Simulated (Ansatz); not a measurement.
WS₂: computed properties

These are results of DFT r2SCAN, scalar-relativistic, plane waves, PAW (Ansatz), not measurements.

Cutoff 500 eV; k points 12×12×4 on the computed 6-atom cell (Γ-centred); Gaussian smearing, width 0.02 eV; no spin polarisation.

The structure is relaxed at this level of theory with its symmetry kept.

Symmetry: P6_3/mmc, No. 194, hexagonal system. Conventional cell: a = 3.182 Å, b = 3.182 Å, c = 13.061 Å, α = 90.00°, β = 90.00°, γ = 120.00°. W (site symmetry -6m2) has 6 S at 2.41 Å as nearest neighbours. S (site symmetry 3m) is surrounded by 3 W at 2.41 Å.

```
Volume per atom                                                                                                                             : 19.09 Å³
Formation energy from the elements' standard states (uncorrected)                                                                           : -0.907 eV/atom
Generalised Kohn–Sham band gap                                                                                                              : 1.37 eV, indirect from Γ to (0.172, 0.172, 0.000)
Löwdin character of the top 1 eV of the valence band                                                                                        : W 5d 68 %, S 3p 27 %
Löwdin character of the lowest 1 eV of the conduction band                                                                                  : W 5d 63 %, S 3p 31 %
Electron masses at the edge by Cartesian direction of the standard setting (m_e; degenerate bands sorted by energy; no spin-orbit coupling) : x: 0.62; y: 0.59; z: 0.59
Hole masses at the edge by Cartesian direction of the standard setting (m_e; degenerate bands sorted by energy; no spin-orbit coupling)     : x: 0.78; y: 0.78; z: 0.71
Bader charges (e)                                                                                                                           : W (2 in the cell) 1.46, S (4 in the cell) -0.73
```

Spin-orbit coupling is left out, which matters for the bands of heavy elements. Each cell of WS2 holds layers, and where no dispersion correction was added their binding is poorly described.